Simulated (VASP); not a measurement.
Set up this calculation in VASP 6.6.1, as the native input.

| Item | Value |
| --- | --- |
| Task | single point |
| Functional | LDA |
| Potentials or basis | VASP PAW LDA potentials, release 64 (Al) |
| Cutoff | 600 eV |
| k mesh | 3 × 3 × 3 |
| Occupations | methfessel-paxton, width 0.1 eV |
| Spin | no spin polarisation |
| Further INCAR settings | LREAL = Auto; ALGO = Fast; EDIFF = 1e-07; NBANDS = 158 |

The structure of Al (a cell with a defect) lies in POSCAR:

```
Al
1.0
    0.0000000000      8.0992200000      8.0992200000
    8.0992200000      0.0000000000      8.0992200000
    8.0992200000      8.0992200000      0.0000000000
Al
63
Direct
    0.0000000000      0.0000000000      0.2500000000
    0.0000000000      0.0000000000      0.5000000000
    0.0000000000      0.0000000000      0.7500000000
    0.0000000000      0.2500000000      0.0000000000
    0.0000000000      0.2500000000      0.2500000000
    0.0000000000      0.2500000000      0.5000000000
    0.0000000000      0.2500000000      0.7500000000
    0.0000000000      0.5000000000      0.0000000000
    0.0000000000      0.5000000000      0.2500000000
    0.0000000000      0.5000000000      0.5000000000
    0.0000000000      0.5000000000      0.7500000000
    0.0000000000      0.7500000000      0.0000000000
    0.0000000000      0.7500000000      0.2500000000
    0.0000000000      0.7500000000      0.5000000000
    0.0000000000      0.7500000000      0.7500000000
    0.2500000000      0.0000000000      0.0000000000
    0.2500000000      0.0000000000      0.2500000000
    0.2500000000      0.0000000000      0.5000000000
    0.2500000000      0.0000000000      0.7500000000
    0.2500000000      0.2500000000      0.0000000000
    0.2500000000      0.2500000000      0.2500000000
    0.2500000000      0.2500000000      0.5000000000
    0.2500000000      0.2500000000      0.7500000000
    0.2500000000      0.5000000000      0.0000000000
    0.2500000000      0.5000000000      0.2500000000
    0.2500000000      0.5000000000      0.5000000000
    0.2500000000      0.5000000000      0.7500000000
    0.2500000000      0.7500000000      0.0000000000
    0.2500000000      0.7500000000      0.2500000000
    0.2500000000      0.7500000000      0.5000000000
    0.2500000000      0.7500000000      0.7500000000
    0.5000000000      0.0000000000      0.0000000000
    0.5000000000      0.0000000000      0.2500000000
    0.5000000000      0.0000000000      0.5000000000
    0.5000000000      0.0000000000      0.7500000000
    0.5000000000      0.2500000000      0.0000000000
    0.5000000000      0.2500000000      0.2500000000
    0.5000000000      0.2500000000      0.5000000000
    0.5000000000      0.2500000000      0.7500000000
    0.5000000000      0.5000000000      0.0000000000
    0.5000000000      0.5000000000      0.2500000000
    0.5000000000      0.5000000000      0.5000000000
    0.5000000000      0.5000000000      0.7500000000
    0.5000000000      0.7500000000      0.0000000000
    0.5000000000      0.7500000000      0.2500000000
    0.5000000000      0.7500000000      0.5000000000
    0.5000000000      0.7500000000      0.7500000000
    0.7500000000      0.0000000000      0.0000000000
    0.7500000000      0.0000000000      0.2500000000
    0.7500000000      0.0000000000      0.5000000000
    0.7500000000      0.0000000000      0.7500000000
    0.7500000000      0.2500000000      0.0000000000
    0.7500000000      0.2500000000      0.2500000000
    0.7500000000      0.2500000000      0.5000000000
    0.7500000000      0.2500000000      0.7500000000
    0.7500000000      0.5000000000      0.0000000000
    0.7500000000      0.5000000000      0.2500000000
    0.7500000000      0.5000000000      0.5000000000
    0.7500000000      0.5000000000      0.7500000000
    0.7500000000      0.7500000000      0.0000000000
    0.7500000000      0.7500000000      0.2500000000
    0.7500000000      0.7500000000      0.5000000000
    0.7500000000      0.7500000000      0.7500000000
```

The cell isn't the ideal one: grid = ENCUT=600 dk=0.27 cell=4x4x4 ISMEAR=1 SIGMA=0.1 LREAL=Auto EDIFF=1e-07.

One way to write it, as run:

INCAR

```
SYSTEM = Al
PREC = Accurate
ENCUT = 600
EDIFF = 1E-7
ISMEAR = 1
SIGMA = 0.1
LREAL = Auto
LASPH = .TRUE.
NELM = 120
ALGO = Fast
ISIF = 2
LWAVE = .FALSE.
LCHARG = .FALSE.
GGA = CA
NBANDS = 158
NCORE = 1
KPAR = 2
```

KPOINTS

```
Automatic mesh
0
G
  3 3 3
  0 0 0
```

Potentials or basis: VASP PAW LDA potentials, release 64 (Al).

Command:

```console
$ cat potpaw_LDA.64/Al/POTCAR > POTCAR
$ mpirun -np 4 vasp_std > vasp.out
```

It gave:

```json
{
 "Pressure": "-3.8 GPa",
 "Largest force": "0.141 eV/Å",
 "Band gap on the k mesh": "none (metal or under the smearing width)"
}
```

Run time: 7.7 min on 4 MPI ranks on Intel(R) Xeon(R) 6975P-C (Granite Rapids) (shared host), peak memory 0.89 GiB a rank.
